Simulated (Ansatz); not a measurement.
Consider SnO₂ in the rutile structure (space group P4_2/mnm, No. 136; a = 4.769 Å, c = 3.211 Å).

The values are results of plane-wave PAW DFT at the PBEsol level (Ansatz, an electronic-structure program, 420 eV), scalar-relativistic without spin-orbit coupling, earlier PAW set, not measurements.

Perturbation: every Sn is replaced by Pb, then cell and atoms are relaxed.

Measured lattice parameter a: SnO2 4.73735 Å (room temperature; as listed in Zenji Hiroi, Progress in Solid State Chemistry (2015)); PbO2 4.9578 Å (room temperature; as listed in Zenji Hiroi, Progress in Solid State Chemistry (2015)).

How well does PBEsol reproduce the measured shift?

With PBEsol the lattice parameter a moves by +0.230 Å (4.769 → 4.999) against +0.220 Å measured.

Whether these cells are dynamically stable was not tested. All final runs are without spin polarisation.
